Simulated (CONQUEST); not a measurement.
The system is SnTe.

```
Te Sn
1.0
     4.45597    0.00000    0.00000
     0.00000    4.45597    0.00000
     0.00000    0.00000    6.30170
Te Sn
2 2
Cartesian
  0.0364 0.0363 3.1652
  2.2644 2.2642 0.0143
  2.1984 2.2579 3.1312
  4.4263 0.0299 6.2820
```

The cell isn't the ideal one: atoms moved at random, drawn with an rms of 0.05 Å.

Base run:

- Program: CONQUEST 1.3
- Functional: PBE
- Potentials or basis: PseudoDojo NC PBE, SZP, grid cutoff 120 Ha
- k mesh: 6 × 6 × 4
- Occupations: fermi-dirac, width 0.05 eV
- Spin: no spin polarisation

Its results: band gap on the k mesh 0.11 eV; pressure 3.6 GPa; largest force 0.096 eV/Å.

Problem. The run is repeated on the same cell with these changes: potentials or basis from PseudoDojo NC PBE, SZP, grid cutoff 120 Ha to PseudoDojo NC PBE, DZP, grid cutoff 120 Ha. What comes out?

Solution. Band gap on the k mesh 0.06 eV; pressure 2.6 GPa; largest force 0.036 eV/Å.

Caveats: spin-orbit coupling is left out, which moves the levels of the heavy elements; the basis of atomic orbitals isn't converged, which shifts pressures, moduli and gaps; the atomic basis is small (some runs); the box holds several primitive cells, so bands are folded and the points are those of the box's own zone (some runs).

A k mesh can miss the band edges.
